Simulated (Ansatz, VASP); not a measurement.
# Hf: VASP beside Ansatz

```
Hf
1.0
    -1.80500    1.80500    1.80500
     1.80500   -1.80500    1.80500
     1.80500    1.80500   -1.80500
Hf
1
Cartesian
  0.0000 0.0000 0.0000
```

Alike in both runs: task electric field gradients; functional PBEsol; k mesh 14 × 14 × 14; occupations fermi-dirac, width 0.05 eV; no spin polarisation.

|  | VASP | Ansatz |
| --- | --- | --- |
| version | VASP 6.6.1 | Ansatz 0.2.0 |
| potentials or method | VASP PAW PBE potentials, release 64 (Hf_pv) | PAW with Ansatz's default frozen-core files, scalar-relativistic |
| plane-wave cutoff (eV) | 520 | 420 |
| valence electrons in the cell | 10 | 26 |

|  | VASP | Ansatz | Ansatz less VASP |
| --- | --- | --- | --- |
| pressure (GPa) | -9.3 | -9.0 | +0.32 |
| Vzz of the field gradient on the site that differs most (V/Å²) | 0.0 | 0.0 | 0.00 |

The two sets of potentials don't hold the same shells in valence. Ansatz warned: «gradients_without_spin_orbit».

Caveats: the PAW data sets were made with another functional, which shifts forces and pressure a little (VASP). The runs have no spin-orbit coupling, so splittings on Hf are missing.
